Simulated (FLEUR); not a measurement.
Crystal: Ni.

```
Ni
1.0
    -1.38372    1.38372    1.38372
     1.38372   -1.38372    1.38372
     1.38372    1.38372   -1.38372
Ni
1
Direct
  0.00000 0.00000 0.00000
```

This isn't the form of Ni at room conditions, which is fcc.

| Item | Value |
| --- | --- |
| Program | FLEUR MaX-R8.1 (later development tree) |
| Task | single point |
| Functional | PBE |
| Potentials or basis | all-electron |
| Basis | FLAPW |
| Kmax | 4.78 1/bohr |
| k mesh | 13 × 13 × 13 |
| Occupations | fermi-dirac, width 0.05 eV |
| Spin | collinear spin, ferromagnetic start |
| Starting moments | [1.0] μB |
| Gmax | 14.8 1/bohr |
| Muffin-tin radii | Ni 2.05 bohr |
| lmax | Ni 8 |
| Local orbitals a species | Ni 5 |
| Max iterations | 60 |
| Mixing factor | 0.05 |
| Mixer | Anderson |
| Mixer history | 15 |

On this cell: net moment 0.59 μB per cell; site moments Ni +0.62 μB; band gap on the k mesh none (metal or under the smearing width).

The same run follows on a disturbed copy (cell strained at random at fixed volume):

```
Ni
1.0
    -1.38853    1.36313    1.43177
     1.33108   -1.36244    1.37363
     1.41530    1.38921   -1.43108
Ni
1
Cartesian
  -0.0296 -0.0238 -0.0336
```

What does the disturbed cell give?

The energy (extrapolated to zero smearing) moves by +10.8 meV/atom; net moment 0.58 μB per cell; site moments Ni +0.61 μB; band gap on the k mesh none (metal or under the smearing width).
